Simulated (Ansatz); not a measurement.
Method: Ansatz 0.2.0, DFT PBE, scalar-relativistic, plane waves, PAW. Settings: cutoff 420 eV, Γ-centred meshes spaced at most about 0.3 Å⁻¹, and about 0.25 Å⁻¹ or finer for metals (2π included), Gaussian smearing. No spin polarisation.

Each guess is relaxed in cell and atoms at zero pressure, on a coarse mesh first where it starts far from rest and then on a converged one. The steps can't lower the symmetry of the start, but it can rise. Energies are static (0 K, no zero-point motion).

Two unrelaxed guesses for HgH₃:

Guess 1.

```cif
data_structure
_symmetry_space_group_name_H-M 'Pm-3m'
_symmetry_Int_Tables_number 221
_cell_length_a 4.8778
_cell_length_b 4.8778
_cell_length_c 4.8778
_cell_angle_alpha 90.000
_cell_angle_beta 90.000
_cell_angle_gamma 90.000
_cell_volume 116.06
loop_
_atom_site_label
_atom_site_type_symbol
_atom_site_symmetry_multiplicity
_atom_site_Wyckoff_symbol
_atom_site_fract_x
_atom_site_fract_y
_atom_site_fract_z
_atom_site_occupancy
Hg1 Hg 1 b 0.50000 0.50000 0.50000 1
Hg2 Hg 1 a 0.00000 0.00000 0.00000 1
H1 H 6 f 0.14135 0.50000 0.50000 1
```

Guess 2.

```cif
data_structure
_symmetry_space_group_name_H-M 'P-6m2'
_symmetry_Int_Tables_number 187
_cell_length_a 3.7204
_cell_length_b 3.7204
_cell_length_c 4.4736
_cell_angle_alpha 90.000
_cell_angle_beta 90.000
_cell_angle_gamma 120.000
_cell_volume 53.62
loop_
_atom_site_label
_atom_site_type_symbol
_atom_site_symmetry_multiplicity
_atom_site_Wyckoff_symbol
_atom_site_fract_x
_atom_site_fract_y
_atom_site_fract_z
_atom_site_occupancy
Hg1 Hg 1 a 0.00000 0.00000 0.00000 1
H1 H 3 k 0.81476 0.18524 0.50000 1
```

Problem. Which guess leads to the lower structure, and by how much?

Solution. Guess 1 ends lower, by 0.68 eV/atom. Guess 1: Pm-3m at 14.5 Å³/atom → Pm-3m at 46.0 Å³/atom; Guess 2: P-6m2 at 13.4 Å³/atom → P-6m2 at 10.7 Å³/atom. Counting H atoms around Hg (those within 1.25 times the shortest such distance or 1.15 times the sum of covalent radii; a plus sign parts nearer from farther groups; the shortest distance is added where it is long for a bond; a slash parts the counts of unlike sites), the end of guess 1 has Hg 6+6 from 3.2 Å/24 from 5.1 Å and the end of guess 2 has Hg 6+12 from 3.2 Å. The end of guess 1 holds H–H pairs as short as in free H₂ molecules (shortest 0.75 Å); in the end of guess 2 the shortest H–H distance is 1.29 Å. End of guess 1. Conventional cell: a = 7.167 Å. Hg on its first site is surrounded by 6 H at 3.21 Å and 6 H at 3.96 Å (long contacts); Hg on its second site is surrounded by 24 H at 5.08 Å (long contacts); around H lie 1 H at 0.75 Å, 1 Hg at 3.21 Å, 1 Hg at 3.96 Å, 4 H at 4.54 Å, 4 Hg at 5.08 Å and 8 H at 5.10 Å. End of guess 2. Conventional cell: a = 2.839 Å, c = 6.117 Å. Hg has 6 Hg at 2.84 Å and 6 H at 3.19 Å; around H lie 2 H at 1.29 Å, 2 H at 1.55 Å, 4 H at 2.46 Å, 6 H at 2.84 Å and 2 Hg at 3.19 Å (long contacts).

Cells without such a test can be saddle points. Shaken at random and relaxed again, the end of guess 1 came back. Even the lowest of the cells shown lies +0.03 eV/atom against the elements. Weakly bound directions are ill-defined at this level, which has no dispersion term (Pm-3m, P-6m2), and this can change margins and order among such cells. Spin–orbit coupling, which can matter for Hg, is left out. With hydrogen, zero-point motion can shift such differences by 10 meV/atom or more. Some structure types and database cells were kept out of the candidates from the start, so a known form may be missing.
